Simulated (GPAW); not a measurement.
# Ce (Im-3m) in GPAW: a series of runs, part 2 of 2

GPAW 26.7.0. The steps go on from the part before.

### 3 Equation of state, LDA, collinear spin, ferromagnetic start

The input, run.py:

```python
from ase.eos import EquationOfState
from ase.io import Trajectory, read
from ase.units import GPa
from gpaw import GPAW, PW, setup_paths

setup_paths.insert(0, '.')

atoms = read('Ce.xyz')
atoms.set_initial_magnetic_moments([1.0])

traj = Trajectory('eos.traj', 'w')
volumes, energies = [], []
for x in [0.94, 0.96, 0.98, 1.0, 1.02, 1.04, 1.06]:
    a = atoms.copy()
    a.set_cell(atoms.cell * x**(1 / 3), scale_atoms=True)
    calc = GPAW(mode=PW(800),
                xc='LDA',
                kpts={'size': (8, 8, 8), 'gamma': True},
                occupations={'name': 'fermi-dirac', 'width': 0.05},
                setups={'Ce': 'jth'},
                nbands=-11,
                convergence={'density': 1e-05, 'energy': 1e-05},
                maxiter=150,
                txt=f'eos-{x:.2f}.txt')
    a.calc = calc
    energies.append(a.get_potential_energy(force_consistent=True))
    volumes.append(a.get_volume())
    p = -a.get_stress()[:3].mean() / GPa
    calc.write(f'eos-{x:.2f}.gpw')
    traj.write(a)
    print(f'{x:.2f} {volumes[-1]:10.4f} A^3 {energies[-1]:14.6f} eV {p:9.3f} GPa', flush=True)

v0, e0, B = EquationOfState(volumes, energies, eos='birchmurnaghan').fit()
print(f'V0 = {v0:.4f} A^3, E0 = {e0:.6f} eV, B0 = {B / GPa:.2f} GPa')
```

The input, Ce.xyz:

```xyz
1
Lattice="-1.9432985503 1.9432985503 1.9432985503 1.9432985503 -1.9432985503 1.9432985503 1.9432985503 1.9432985503 -1.9432985503" Properties=species:S:1:pos:R:3 pbc="T T T"
Ce     0.0000000000      0.0000000000      0.0000000000
```

Potentials or basis: JTH PAW 2.0, LDA, pw.

Run with:

```
$ OMP_NUM_THREADS=1 python run.py
```

The program printed:

```text
__  _  _
 | _ |_)|_||  |
 |__||  | ||/\| - 26.7.0

Input parameters:
  mode=PW(ecut=800.0),
  convergence={'density': 1e-05, 'energy': 1e-05},
  kpts=MonkhorstPack(size=(8, 8, 8), gamma=True),
  maxiter=150,
  nbands=-11,
  occupations=Occupations(name='fermi-dirac', width=0.05),
  setups={'Ce': 'jth'},
  xc=XC(name='LDA')

Diagonalizing LCAO Hamiltonian
Converting LCAO to pw mode

       Ce

Atoms  # Å, Bohr magnetons
|   | symbol |        x |        y |        z |    initial magnetic moments |
|---|--------|----------|----------|----------|-----------------------------|
| 0 |     Ce | 0.000000 | 0.000000 | 0.000000 | ( 0.0000,  0.0000,  1.0000) |

Unit cell  # Å
| periodic |         x |         y |         z |  lengths |     angles |
|----------|-----------|-----------|-----------|----------|------------|
|      yes | -1.903628 |  1.903628 |  1.903628 | 3.297181 | 109.471221 |
|      yes |  1.903628 | -1.903628 |  1.903628 | 3.297181 | 109.471221 |
|      yes |  1.903628 |  1.903628 | -1.903628 | 3.297181 | 109.471221 |

Number of symmetries: 48
Symmetry operations  # r_c * U_cc + t_c -> r_c
|    | kind |            matrix            |
|----|------|------------------------------|
|  0 |  σ   |  1, 1, 1,  0, 0,-1,  0,-1, 0 |
|  1 |  C4  |  1, 1, 1,  0, 0,-1, -1, 0, 0 |
|  2 |  C2  |  1, 1, 1,  0,-1, 0,  0, 0,-1 |
|  3 |  S6  |  1, 1, 1,  0,-1, 0, -1, 0, 0 |
|  4 |  S6  |  1, 1, 1, -1, 0, 0,  0, 0,-1 |
|  5 |  C4  |  1, 1, 1, -1, 0, 0,  0,-1, 0 |
|  6 |  E   |  1, 0, 0,  0, 1, 0,  0, 0, 1 |
|  7 |  σ   |  1, 0, 0,  0, 1, 0, -1,-1,-1 |
|  8 |  σ   |  1, 0, 0,  0, 0, 1,  0, 1, 0 |
|  9 |  C3  |  1, 0, 0,  0, 0, 1, -1,-1,-1 |
| 10 |  C3  |  1, 0, 0, -1,-1,-1,  0, 1, 0 |
| 11 |  σ   |  1, 0, 0, -1,-1,-1,  0, 0, 1 |
| 12 |  σ   |  0, 1, 0,  1, 0, 0,  0, 0, 1 |
| 13 |  C2  |  0, 1, 0,  1, 0, 0, -1,-1,-1 |
| 14 |  C3  |  0, 1, 0,  0, 0, 1,  1, 0, 0 |
| 15 |  S4  |  0, 1, 0,  0, 0, 1, -1,-1,-1 |
| 16 |  S4  |  0, 1, 0, -1,-1,-1,  1, 0, 0 |
| 17 |  C3  |  0, 1, 0, -1,-1,-1,  0, 0, 1 |
| 18 |  C3  |  0, 0, 1,  1, 0, 0,  0, 1, 0 |
| 19 |  S4  |  0, 0, 1,  1, 0, 0, -1,-1,-1 |
| 20 |  σ   |  0, 0, 1,  0, 1, 0,  1, 0, 0 |
| 21 |  C3  |  0, 0, 1,  0, 1, 0, -1,-1,-1 |
| 22 |  C2  |  0, 0, 1, -1,-1,-1,  1, 0, 0 |
[... 137 lines left out ...]
|---------|-|-------------|-------|-------|---------|
|iter:   1| |  -10.858550 | -0.92 |       |  +0.9988|
|iter:   2| |   -7.190770 | -1.02 | -0.22 |  +1.1331|
|iter:   3| |   -6.351891 | -1.30 | -0.61 |  +1.2095|
|iter:   4| |   -6.346951 | -3.51 | -1.36 |  +1.1743|
|iter:   5| |   -6.334399 | -3.25 | -1.36 |  +1.0298|
|iter:   6| |   -6.354722 | -2.63 | -1.55 |  +0.7076|
|iter:   7| |   -6.427999 | -2.10 | -1.70 |  +0.3407|
|iter:   8| |   -6.350538 | -1.53 | -1.16 |  +0.6265|
|iter:   9| |   -6.357486 | -3.00 | -1.76 |  +0.3524|
|iter:  10| |   -6.356048 | -4.46 | -1.93 |  +0.3278|
|iter:  11| |   -6.353444 | -4.01 | -1.89 |  +0.3706|
|iter:  12| |   -6.353558 | -3.60 | -2.12 |  +0.2639|
|iter:  13| |   -6.357642 | -3.16 | -2.13 |  +0.1700|
|iter:  14| |   -6.354482 | -3.83 | -1.97 |  +0.1744|
|iter:  15| |   -6.353862 | -4.27 | -2.46 |  +0.1181|
|iter:  16| |   -6.354407 | -3.77 | -2.49 |  +0.0650|
|iter:  17| |   -6.354397 | -5.17 | -2.63 |  +0.0136|
|iter:  18| |   -6.354232 | -5.27 | -2.77 |  -0.0325|
|iter:  19| |   -6.354390 | -5.61 | -3.09 |  -0.0448|
|iter:  20| |   -6.354296 | -5.98 | -3.10 |  -0.0159|
|iter:  21| |   -6.354306c| -7.06 | -3.83 |  -0.0061|
|iter:  22| |   -6.354298c| -7.55c| -4.23 |  -0.0000|
|iter:  23| |   -6.354301c| -7.68c| -4.76 |  -0.0001|
|iter:  24| |   -6.354301c| -8.46c| -5.33c|  +0.0000|

Converged in 24 steps
Energy contributions relative to reference atoms: (reference = -240926.531235)

Energy contributions:
  Kinetic:         -13.988186
  Coulomb:          15.793307
  Zero:              0.079867
  External:          0.000000
  Xc:               -8.220231
  Entropy:          -0.038115
  Spinorbit:         0.000000
  ----------------------------
  Free energy:      -6.373358
  Extrapolated:     -6.354301

dipole moment: (-12.796059, -12.796059, -12.796059)  # |e|*Ang

Total magnetic moment: (0.000000, 0.000000, 0.000015)

Local magnetic moments
|        x |        y |        z |
|----------|----------|----------|
| 0.000000 | 0.000000 | 0.000014 |  # Ce   0

Fermi level: 9.685
Eigenvalues  # (at kpt = [0.000, 0.000, 0.000])
| band index |      eig [eV] | occ [0-1] |      eig [eV] | occ [0-1] |
|------------|---------------|-----------|---------------|-----------|
|          0 |       -24.965 |     1.000 |       -24.965 |     1.000 |
|          1 |        -6.224 |     1.000 |        -6.224 |     1.000 |
|          2 |        -6.224 |     1.000 |        -6.224 |     1.000 |
|          3 |        -6.224 |     1.000 |        -6.224 |     1.000 |
|          4 |         6.786 |     1.000 |         6.786 |     1.000 |
|          5 |         9.822 |     0.060 |         9.822 |     0.060 |
|          6 |         9.822 |     0.060 |         9.822 |     0.060 |
|          7 |         9.822 |     0.060 |         9.822 |     0.060 |
|          8 |        10.549 |     0.000 |        10.549 |     0.000 |
|          9 |        10.549 |     0.000 |        10.549 |     0.000 |
|         10 |        10.549 |     0.000 |        10.549 |     0.000 |
|         11 |        10.764 |     0.000 |        10.764 |     0.000 |
|         12 |        11.530 |     0.000 |        11.530 |     0.000 |
|        ... |               |           |               |           |
|         16 |        14.467 |     0.000 |        14.467 |     0.000 |

No gap
No difference between direct/indirect transitions

Stress tensor  # eV/Ang^3
|         x |        y |         z |
|-----------|----------|-----------|
|  0.031573 | 0.000000 | -0.000000 |
|  0.000000 | 0.031573 |  0.000000 |
| -0.000000 | 0.000000 |  0.031573 |

# Writing to eos-0.94.gpw (mode='')
```

It took 5.5 min on 1 thread of AMD EPYC 9R14 (Zen 4), shared host; peak memory 0.38 GiB.

Results:

```yaml
Equilibrium_volume: outside the volumes run
```

Energy against volume, from the lowest point:
| volume (Å³/atom) | energy (meV/atom) |
| --- | --- |
| 27.593 | 0.00 |
| 28.181 | 19.56 |
| 28.768 | 40.69 |
| 29.355 | 62.63 |
| 29.942 | 85.34 |
| 30.529 | 108.72 |
| 31.116 | 132.52 |

Caveat: one-centre terms of the f shell are cut off; the magnetic or orbital state may not be the lowest; the program truncates these outside data sets; spin-orbit coupling is left out, which moves the levels of the heavy elements.

### 4 Equation of state, mBEEF, collinear spin, ferromagnetic start

Changes to run.py since step 3:

```diff
@@ -1 +1,3 @@
+import spglib
+from ase import Atoms
 from ase.eos import EquationOfState
@@ -3,7 +5,8 @@
 from ase.units import GPa
-from gpaw import GPAW, PW, setup_paths
+from gpaw import GPAW, PW
 
-setup_paths.insert(0, '.')
-
-atoms = read('Ce.xyz')
+atoms = read('Ce.cif')
+cell, positions, numbers = spglib.find_primitive(
+    (atoms.cell[:], atoms.get_scaled_positions(), atoms.numbers), symprec=1e-4)
+atoms = Atoms(numbers, cell=cell, scaled_positions=positions, pbc=True)
 atoms.set_initial_magnetic_moments([1.0])
@@ -16,7 +19,6 @@
     calc = GPAW(mode=PW(800),
-                xc='LDA',
+                xc='mBEEF',
                 kpts={'size': (8, 8, 8), 'gamma': True},
                 occupations={'name': 'fermi-dirac', 'width': 0.05},
-                setups={'Ce': 'jth'},
-                nbands=-11,
+                nbands=17,
                 convergence={'density': 1e-05, 'energy': 1e-05},
```

The input, Ce.cif:

```cif
data_Ce
_cell_length_a 3.88659710
_cell_length_b 3.88659710
_cell_length_c 3.88659710
_cell_angle_alpha 90.00000000
_cell_angle_beta 90.00000000
_cell_angle_gamma 90.00000000
_space_group_name_H-M_alt 'Im-3m'
_space_group_name_Hall '-I 4 2 3'
_space_group_IT_number 229
loop_
_space_group_symop_operation_xyz
'x,y,z'
'-x,-y,-z'
'-y,x,z'
'y,-x,-z'
'-x,-y,z'
'x,y,-z'
'y,-x,z'
'-y,x,-z'
'x,-y,-z'
'-x,y,z'
'-y,-x,-z'
'y,x,z'
'-x,y,-z'
'x,-y,z'
'y,x,-z'
'-y,-x,z'
'z,x,y'
'-z,-x,-y'
'z,-y,x'
'-z,y,-x'
'z,-x,-y'
'-z,x,y'
'z,y,-x'
'-z,-y,x'
'-z,x,-y'
'z,-x,y'
'-z,-y,-x'
'z,y,x'
'-z,-x,y'
'z,x,-y'
'-z,y,x'
'z,-y,-x'
'y,z,x'
'-y,-z,-x'
'x,z,-y'
'-x,-z,y'
'-y,z,-x'
'y,-z,x'
'-x,z,y'
'x,-z,-y'
'-y,-z,x'
'y,z,-x'
'-x,-z,-y'
'x,z,y'
'y,-z,-x'
'-y,z,x'
'x,-z,y'
'-x,z,-y'
'x+1/2,y+1/2,z+1/2'
'-x+1/2,-y+1/2,-z+1/2'
'-y+1/2,x+1/2,z+1/2'
'y+1/2,-x+1/2,-z+1/2'
'-x+1/2,-y+1/2,z+1/2'
'x+1/2,y+1/2,-z+1/2'
'y+1/2,-x+1/2,z+1/2'
'-y+1/2,x+1/2,-z+1/2'
'x+1/2,-y+1/2,-z+1/2'
'-x+1/2,y+1/2,z+1/2'
'-y+1/2,-x+1/2,-z+1/2'
'y+1/2,x+1/2,z+1/2'
'-x+1/2,y+1/2,-z+1/2'
'x+1/2,-y+1/2,z+1/2'
'y+1/2,x+1/2,-z+1/2'
'-y+1/2,-x+1/2,z+1/2'
'z+1/2,x+1/2,y+1/2'
'-z+1/2,-x+1/2,-y+1/2'
'z+1/2,-y+1/2,x+1/2'
'-z+1/2,y+1/2,-x+1/2'
'z+1/2,-x+1/2,-y+1/2'
'-z+1/2,x+1/2,y+1/2'
'z+1/2,y+1/2,-x+1/2'
'-z+1/2,-y+1/2,x+1/2'
'-z+1/2,x+1/2,-y+1/2'
'z+1/2,-x+1/2,y+1/2'
'-z+1/2,-y+1/2,-x+1/2'
'z+1/2,y+1/2,x+1/2'
'-z+1/2,-x+1/2,y+1/2'
'z+1/2,x+1/2,-y+1/2'
'-z+1/2,y+1/2,x+1/2'
'z+1/2,-y+1/2,-x+1/2'
'y+1/2,z+1/2,x+1/2'
'-y+1/2,-z+1/2,-x+1/2'
'x+1/2,z+1/2,-y+1/2'
'-x+1/2,-z+1/2,y+1/2'
'-y+1/2,z+1/2,-x+1/2'
'y+1/2,-z+1/2,x+1/2'
'-x+1/2,z+1/2,y+1/2'
'x+1/2,-z+1/2,-y+1/2'
'-y+1/2,-z+1/2,x+1/2'
'y+1/2,z+1/2,-x+1/2'
'-x+1/2,-z+1/2,-y+1/2'
'x+1/2,z+1/2,y+1/2'
'y+1/2,-z+1/2,-x+1/2'
'-y+1/2,z+1/2,x+1/2'
'x+1/2,-z+1/2,y+1/2'
'-x+1/2,z+1/2,-y+1/2'
loop_
_atom_site_label
_atom_site_type_symbol
_atom_site_symmetry_multiplicity
_atom_site_Wyckoff_symbol
_atom_site_fract_x
_atom_site_fract_y
_atom_site_fract_z
_atom_site_occupancy
Ce1 Ce 2 a 0.0000000000 0.0000000000 0.0000000000 1
```

Potentials or basis: GPAW PAW data sets (gpaw-data 1.2.1), pw.

Run with:

```
$ OMP_NUM_THREADS=1 python run.py
```

Wall time 19 min (1 thread of AMD EPYC 9R14 (Zen 4), shared host); peak memory 3.4 GiB.

The run converged. Its results:

| Quantity | Value |
| --- | --- |
| Equilibrium volume | 28.33 Å³/atom (rough: see the caveat) |
| Bulk modulus | 33 GPa (rough) |

Energy against volume, from the lowest point:
| volume (Å³/atom) | energy (meV/atom) |
| --- | --- |
| 27.593 | 1.93 |
| 28.181 | 0.00 |
| 28.768 | 0.48 |
| 29.355 | 3.17 |
| 29.942 | 7.78 |
| 30.529 | 13.99 |
| 31.116 | 20.85 |

Caveat: one-centre terms of the f shell are cut off; the fit is doubtful: noisy points or a state that changes with volume; the magnetic or orbital state may not be the lowest; the points scatter about the fit; the PAW data sets were made with another functional, which shifts forces and pressure a little; spin-orbit coupling is left out, which moves the levels of the heavy elements.
